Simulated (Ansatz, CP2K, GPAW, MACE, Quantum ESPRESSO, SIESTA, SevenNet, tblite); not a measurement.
**Bare YIn3 nanowire along [111] (31 atoms): one structure in several programs**

How near do other programs and methods come to a plane-wave reference for bare YIn3 nanowire along [111] (31 atoms)? A plane-wave run serves as the reference.

Main program and level: Quantum ESPRESSO 7.5; Kohn-Sham DFT, PBE, SSSP efficiency 1.3.0 pseudopotentials, plane waves.

## Step 1: The starting structure

The cell holds 31 atoms: 24 In and 7 Y. Cell: a = 21.758 Å, b = 21.390 Å, c = 7.967 Å, α = 90.0°, β = 90.0°, γ = 90.0°. It derives from YIn3 (Cu3Au-type). Round section of size parameter 5.53 Å cut from Cu3Au-type YIn3 (cell 4.6, 4.6, 4.6, 90, 90, 90) along [111], 1 period, 12 Å of vacuum; not relaxed, displaced by a Gaussian of 0.02 Å. Then every atom was moved at random, 0.05 Å r.m.s. a Cartesian component. Vacuum lies along a and b. The structure's axis is c.

## Step 2: Reference: Quantum ESPRESSO, plane waves

The input, pw.in:

```
&control
  calculation = 'scf'
  pseudo_dir = './pseudo'
  outdir = './tmp'
  disk_io = 'none'
  tprnfor = .true.
/
&system
  ibrav = 0
  nat = 31
  ntyp = 2
  ecutwfc = 45
  ecutrho = 360
  nosym = .true.
  occupations = 'smearing'
  smearing = 'fd'
  degauss = 0.003675
/
&electrons
  conv_thr = 1.5e-07
  electron_maxstep = 100
  mixing_beta = 0.2
  mixing_mode = 'local-TF'
  diagonalization = 'david'
/
ATOMIC_SPECIES
In 114.818 In.upf
Y 88.906 Y.upf
CELL_PARAMETERS angstrom
21.75807 0.00000 0.00000
0.00000 21.38971 0.00000
0.00000 0.00000 7.96743
ATOMIC_POSITIONS crystal
In 0.42278 0.45343 0.34226
In 0.27630 0.45677 0.34866
In 0.35261 0.32214 0.34214
In 0.42597 0.27649 0.66615
Y 0.34868 0.41088 0.67365
In 0.42255 0.36447 0.99655
In 0.41997 0.72088 0.32019
Y 0.35020 0.58378 0.34195
In 0.27404 0.54421 0.66713
In 0.42679 0.54489 0.66012
In 0.35513 0.67793 0.68697
In 0.42909 0.63075 0.99134
[... 15 atom lines left out ...]
In 0.64763 0.67871 0.66973
Y 0.49616 0.67869 0.65861
In 0.57490 0.62957 0.99644
In 0.65026 0.49870 0.00885
K_POINTS gamma
```

Launch:

```
$ OMP_NUM_THREADS=1 mpirun -np 4 pw.x -in pw.in > output.txt
```

Log:

```text
Program PWSCF
     gamma-point specific algorithms are used
     one sub-group per band group will be used
     scalapack distributed-memory algorithm (size of sub-group:  2*  2 procs)
     Parallelization info
     sticks:   dense  smooth     PW     G-vecs:    dense   smooth      PW
     Min       11899    5952   1486               721589   255115   31879
     Max       11902    5956   1488               721592   255116   31882
     Sum       47601   23815   5949              2886363  1020463  127521
     bravais-lattice index     =            0
     lattice parameter (alat)  =      41.1168  a.u.
     unit-cell volume          =   25023.0431 (a.u.)^3
     number of atoms/cell      =           31
     number of atomic types    =            2
[... lines left out ...]
     scf convergence threshold =      1.5E-07
[... lines left out ...]
     number of k points=     1  Fermi-Dirac smearing, width (Ry)=  0.0037
[... lines left out ...]
     total energy              =   -4088.80654550 Ry
[... lines left out ...]
     total energy              =   -4088.40121099 Ry
[... lines left out ...]
     total energy              =   -4088.55991585 Ry
[... lines left out ...]
     c_bands:  1 eigenvalues not converged
[... lines left out ...]
     c_bands:  1 eigenvalues not converged
[... lines left out ...]
     total energy              =   -4088.55275229 Ry
[... lines left out ...]
     iteration # 20     ecut=    45.00 Ry     beta= 0.20
[...]
total energy              =   -4088.55275256 Ry
     estimated scf accuracy    <       0.00000025 Ry
     iteration # 21     ecut=    45.00 Ry     beta= 0.20
     negative rho (up, down):  3.025E-01 0.000E+00
     End of self-consistent calculation
          k = 0.0000 0.0000 0.0000 ( 63761 PWs)   bands (ev):
   -44.2300 -44.1872 -44.1585 -44.1540 -44.1062 -44.0818 -43.4597 -24.2825
   -24.2373 -24.2197 -24.2112 -24.2007 -24.1880 -24.1691 -24.1614 -24.1456
   -24.1427 -24.1406 -24.1343 -24.1291 -24.1047 -24.0847 -24.0760 -24.0637
[...]
0.9621   1.0911   1.1727   1.2454   1.3779   1.4069   1.4339   1.4766
     1.5804   1.6888   1.7005   1.7724   1.8500   1.9653   2.0339   2.0680
     2.2373   2.2829
     the Fermi energy is    -0.6863 ev
!    total energy              =   -4088.55275270 Ry
     estimated scf accuracy    <       0.00000007 Ry
     smearing contrib. (-TS)   =      -0.01884655 Ry
     internal energy E=F+TS    =   -4088.53390615 Ry
     The total energy is F=E-TS. E is the sum of the following terms:
     one-electron contribution =  -17419.20517810 Ry
     hartree contribution      =    8859.04341177 Ry
     xc contribution           =   -1295.96118961 Ry
     ewald contribution        =    5767.58904979 Ry
     convergence has been achieved in  21 iterations
     negative rho (up, down):  3.025E-01 0.000E+00
     Forces acting on atoms (cartesian axes, Ry/au):
     atom    1 type  1   force =     0.01488812    0.00291516    0.00306658
     atom    2 type  1   force =    -0.00359186   -0.01118549   -0.01819173
     atom    3 type  1   force =    -0.00897307    0.00452743   -0.00876802
[...]
atom   30 type  1   force =     0.01458934    0.02273073   -0.00155049
     atom   31 type  1   force =     0.02956957    0.00130706   -0.01373381
     Total force =     0.106746     Total SCF correction =     0.000913
     Message from routine punch:
     Nothing written, as per user request (disk_io='none')
```

The job ended after 6.1 min (4 MPI ranks of Arm Neoverse V2, shared host; peak memory 7.2 GiB).

Banners, paths, timers and routine set-up lines are dropped from the logs unmarked, and long logs keep their key lines alone; longer cuts are marked.

Numbers from this run:

| Property | Result |
| --- | --- |
| r.m.s. force component | 0.2846 eV/Å |
| longest force | 1.106 eV/Å |

## Step 3: The ladder

The programs:
- CP2K 2026.2: Gaussian basis with GTH pseudopotentials and a plane-wave density; labels give functional, basis (MOLOPT sets; SR short-range, UZH the newer set with its own potentials), grid cutoff/relative cutoff and solver (OT: orbital transformation; TRS4, TC2, SIGN: linear-scaling purification with its sparsity filter), or its built-in tight binding.
- GPAW 26.7.0: PAW with atomic orbitals (LCAO), plane waves or a real-space grid of spacing h.
- MACE: machine-learned potential, published weights.
- Quantum ESPRESSO 7.5: plane waves; labels (QE) give functional, pseudopotential set and cutoffs of waves/density.
- SIESTA 5.4.2: numerical atomic orbitals, whose automatically made sets are far from complete, with PseudoDojo norm-conserving potentials that we converted to its format (checked against plane waves on the same files for H, C, O, Si, Ge and Ca alone); labels give functional, basis size, energy shift and mesh cutoff.
- SevenNet: machine-learned potential, published weights.
- tblite 0.8.0: extended tight binding, driven from Python.

All use the same cell and atoms; the electronic-structure runs use the same k-mesh, and an electronic temperature of 580 K (0.05 eV) where levels are smeared.

Differences are against the plane-wave reference, forces as r.m.s. over components; share is that over the reference's r.m.s. force, slope the least-squares factor from reference forces to these. Total energies of different programs have different zeros and aren't compared.

```csv
run,"Δ force, r.m.s. (meV/Å)",share (%),slope,cores,CPU time,memory (GiB)
reference,-,-,-,4,25 min,7.2
"CP2K PBE+D3(BJ), DZVP-UZH, 350/50 Ry, diagonalisation",35.1,12.3,0.982,2,7 min,3.8
"CP2K PBE, DZVP-UZH, 122/50 Ry, diagonalisation (coarse)",837,294,0.990,1,4.4 min,1.0
"CP2K PBE, DZVP-UZH, 350/30 Ry, diagonalisation (coarse)",32.3,11.4,1.006,2,5.8 min,3.8
"CP2K PBE, DZVP-UZH, 350/50 Ry, diagonalisation",19.2,6.74,0.998,2,7.1 min,3.8
"CP2K PBE, DZVP-UZH, 489/50 Ry, diagonalisation",13.4,4.70,1.010,2,9.6 min,6.2
"CP2K PBE, TZVP-MOLOPT (SR for In, Y), 350/50 Ry, diagonalisation",15.7,5.52,1.000,2,6.4 min,3.8
"CP2K PBE, TZVP-UZH, 350/50 Ry, diagonalisation",14.8,5.21,0.999,2,7.8 min,3.8
"CP2K PBEsol, PBE potentials, DZVP-UZH, 350/50 Ry, diagonalisation",99.1,34.8,0.925,2,7.9 min,3.8
"CP2K r2SCAN, SCAN potentials, DZVP-UZH(SCAN), 600/50 Ry, diagonalisation",81.4,28.6,1.054,4,23 min,10
"GPAW PBE, LCAO dzp, h 0.2 Å",25.4,8.92,1.053,1,3.2 min,2.0
"GPAW PBE, LCAO dzp, h 0.28 Å (coarse)",36.8,12.9,1.061,1,81 s,0.8
"GPAW PBE, plane waves 450 eV",16.4,5.77,0.981,4,9.2 min,2.6
"GPAW revPBE, LCAO dzp, h 0.2 Å",79.9,28.1,1.103,1,3.2 min,2.0
MACE MP-0b2 small potential,181,63.6,1.157,1,5.6 s,0.67
MACE MP-0b3 medium potential,126,44.2,0.779,1,6.6 s,0.69
"QE PBE, sssp-1.3.0-efficiency, 30/240 Ry (coarse)",9.75,3.43,1.014,4,12 min,4.0
"SIESTA PBE, DZP, shift 0.01 Ry, mesh 200 Ry",81.8,28.7,1.021,1,2.5 min,0.87
"SIESTA PBE, DZP, shift 0.01 Ry, mesh 300 Ry",81.7,28.7,1.022,1,4.8 min,1.5
"SIESTA PBE, DZP, shift 0.04 Ry, mesh 300 Ry (coarse)",280,98.5,1.262,1,2.5 min,1.1
"SIESTA PBE, TZP, shift 0.01 Ry, mesh 300 Ry",76.4,26.9,1.022,1,6.1 min,1.7
SevenNet 0 potential,154,54.2,0.794,1,6.4 s,0.55
tblite IPEA1-xTB,431,152,1.454,1,1.3 s,0.18
```

Rows marked coarse were listed beforehand as settings not expected to be converged; some can still land near the reference.

Times of the machine-learned potentials are mostly Python's start and the loading of weights.

CPU time is summed over cores on a shared host, where runs went side by side, so it is rough. Symmetry, cutoffs, thresholds, outputs and thread counts weren't matched or tuned between programs; memory under MPI is the largest rank's times the ranks.

Runs without a result: tblite GFN2-xTB (not converged); CP2K GFN1-xTB, diagonalisation (not converged, the SCF not settling); CP2K PBE, SZV-MOLOPT-SR, 350/50 Ry, diagonalisation (cut off at its time limit of 3.9 min); SIESTA optB88-vdW, PBE potentials, DZP, shift 0.01 Ry, mesh 300 Ry (cut off at its time limit of 6.2 min).

Mean charges by element (e), by run and scheme:

```csv
run,scheme,In,Y
"CP2K PBE+D3(BJ), DZVP-UZH, 350/50 Ry, diagonalisation",Mulliken,+0.08,-0.28
"CP2K PBE, DZVP-UZH, 350/50 Ry, diagonalisation",Mulliken,+0.08,-0.28
"CP2K PBE, DZVP-UZH, 489/50 Ry, diagonalisation",Mulliken,+0.08,-0.28
"CP2K PBE, TZVP-MOLOPT (SR for In, Y), 350/50 Ry, diagonalisation",Mulliken,+0.01,-0.03
"CP2K PBE, TZVP-UZH, 350/50 Ry, diagonalisation",Mulliken,-0.18,+0.62
"CP2K PBEsol, PBE potentials, DZVP-UZH, 350/50 Ry, diagonalisation",Mulliken,+0.10,-0.34
"CP2K r2SCAN, SCAN potentials, DZVP-UZH(SCAN), 600/50 Ry, diagonalisation",Mulliken,-0.01,+0.03
"SIESTA PBE, DZP, shift 0.01 Ry, mesh 200 Ry",Hirshfeld,-0.02,+0.08
"SIESTA PBE, DZP, shift 0.01 Ry, mesh 300 Ry",Hirshfeld,-0.02,+0.08
"SIESTA PBE, TZP, shift 0.01 Ry, mesh 300 Ry",Hirshfeld,-0.02,+0.08
tblite IPEA1-xTB,Mulliken,-0.12,+0.40
```

Within one program, basis, potentials and functional, energies share a zero. Each run against its twin at the usual cutoff or grid and solver:

```csv
run,twin,Δ energy (meV/atom),"Δ force, r.m.s. (meV/Å)",CPU time over the twin's
"CP2K PBE, DZVP-UZH, 122/50 Ry, diagonalisation","DZVP-UZH, 350/50 Ry, diagonalisation",-40.5,835,0.61 (this twin ran on 2 cores)
"CP2K PBE, DZVP-UZH, 350/30 Ry, diagonalisation","DZVP-UZH, 350/50 Ry, diagonalisation",-1.07,25.1,0.81
"CP2K PBE, DZVP-UZH, 489/50 Ry, diagonalisation","DZVP-UZH, 350/50 Ry, diagonalisation",0.0424,12.4,1.4
"GPAW PBE, LCAO dzp, h 0.28 Å","LCAO dzp, h 0.2 Å",133,27.5,0.42
"QE PBE, sssp-1.3.0-efficiency, 30/240 Ry","sssp-1.3.0-efficiency, 45/360 Ry",69.4,9.75,0.49
"SIESTA PBE, DZP, shift 0.01 Ry, mesh 200 Ry","DZP, shift 0.01 Ry, mesh 300 Ry",-3.74,1.20,0.54
```

## Step 4: Summary of results

```json
{"reference r.m.s. force component": "0.285 eV/Å", "nearest in forces": "QE PBE, sssp-1.3.0-efficiency, 30/240 Ry (coarse), 3.4 %", "farthest in forces": "CP2K PBE, DZVP-UZH, 122/50 Ry, diagonalisation (coarse), 294 %", "cheapest electronic-structure run beside the reference": "tblite IPEA1-xTB, 1.3 s of CPU time"}
```

In words: PBE on plane waves or a grid with other potentials, cutoffs or grids, coarse settings apart, differs from the reference by 5.8 % (GPAW PBE, plane waves 450 eV) of the r.m.s. force; this holds the reference's own error, so differences of a few per cent don't tell which side is nearer the exact PBE result. The PBE runs in local orbitals, coarse settings apart, differ by 4.7 % (CP2K PBE, DZVP-UZH, 489/50 Ry, diagonalisation) to 29 % (SIESTA PBE, DZP, shift 0.01 Ry, mesh 200 Ry); basis, grid and potentials can all enter. Tight binding differs by 152 % (tblite IPEA1-xTB); it is another model, with fitted parameters of its own, and the xTB methods hold dispersion. Machine-learned potentials differ by 44 % (MACE MP-0b3 medium potential) to 64 % (MACE MP-0b2 small potential); they were trained on other programs' data. Among those trained on PBE data the slope goes as low as 0.78, with a correlation of 0.90, so directions differ as well as sizes. Rows with another functional or a dispersion term differ by 12 % (CP2K PBE+D3(BJ), DZVP-UZH, 350/50 Ry, diagonalisation) to 35 % (CP2K PBEsol, PBE potentials, DZVP-UZH, 350/50 Ry, diagonalisation), which mixes the change of model with differences of basis and potentials, some of them made for another functional. IPEA1-xTB was fitted to ionisation energies and electron affinities, not to forces or charges. Runs with settings chosen to be coarse differ by 3.4 % (QE PBE, sssp-1.3.0-efficiency, 30/240 Ry) to 294 % (CP2K PBE, DZVP-UZH, 122/50 Ry, diagonalisation), their programs' other errors included. Of the electronic-structure runs that take under half the reference's CPU time, QE PBE, sssp-1.3.0-efficiency, 30/240 Ry comes nearest, at 3.4 % in 12 min against 25 min. Charges hang on model, scheme and program or settings: among these rows the mean for Y runs from -0.34 to +0.62 e, even in sign. In the reference: levels near the Fermi energy are neither full nor empty under the smearing, so no gap is quoted. Periodic xTB results under one method name differ between programs and library versions. The electron count is odd in these runs, and they have no spin polarisation, so the unpaired electron is spread evenly over both spins. Machine-learned potentials mimic data converged in k, so the reference's own k-point error enters their differences. The electronic-structure runs sample only Γ, in a cell whose periodic width is 8 Å, which is coarse for a cell with partly filled levels.

[Also dropped from logs without a mark: logging warnings of Python, and SIESTA's first energy breakdown and zero terms.]

[Logs are printed without paths, hosts, clocks, repeated set-up lines and the standing remarks that a program may print on its own settings, such as how far it seeks lower states.]

[Hosts, paths, dates, database ids (printed as entryN), source tags and the programs' standing remarks are cut or masked in the printed files.]
